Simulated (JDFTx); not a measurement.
The system is Pb.

```xyz
1
Lattice="0.0000 2.4750 2.4750 2.4750 0.0000 2.4750 2.4750 2.4750 0.0000" Properties=species:S:1:pos:R:3 pbc="T T T"
Pb    0.0000    0.0000    0.0000
```

```yaml
Program: JDFTx 1.7.0 (patched build)
Task: relaxation of cell and atoms
Functional: BLYP
Potentials_or_basis: SG15-PBE-1.2 with smoothed tails
Cutoff: 1088 eV
Density_cutoff: 4354 eV
k_mesh: 4 × 4 × 4
Occupations: fermi-dirac, width 0.05 eV
Spin: no spin polarisation
```

At the start: pressure 5.4 GPa; volume 30.32 Å³/atom.

Q: Where does the relaxation end?

A: Over 7 steps the energy falls by 60.7 meV/atom and the volume is 34.54 Å³/atom (+13.9 %); space group Fm-3m (No. 225, to 0.05 Å).

Step by step:
| step | energy change (eV) | largest force (eV/Å) | pressure (GPa) | volume (Å³) |
| --- | --- | --- | --- | --- |
| 1 | 0.0000 | 0.0000 | 5.38 | 30.32 |
| 2 | -0.0206 | 0.0000 | 4.16 | 31.02 |
| 3 | -0.0588 | 0.0000 | 0.74 | 33.68 |
| 4 | -0.0606 | 0.0000 | 0.18 | 34.32 |
| 5 | -0.0607 | 0.0000 | 0.03 | 34.51 |
| 6 | -0.0607 | 0.0000 | 0.00 | 34.54 |
| 7 | -0.0607 | 0.0000 | 0.00 | 34.54 |

Final structure:
```
Pb
1.0
     0.00000    2.58488    2.58488
     2.58488    0.00000    2.58488
     2.58488    2.58488    0.00000
Pb
1
Direct
  0.00000 0.00000 0.00000
```

Caveat: the k mesh is coarse (spacing up to 0.55 Å⁻¹), so the values aren't converged; the plane waves are those of the starting cell, so after so large a change of volume the result is rough; the potentials were made for another functional, which shifts forces and pressure.
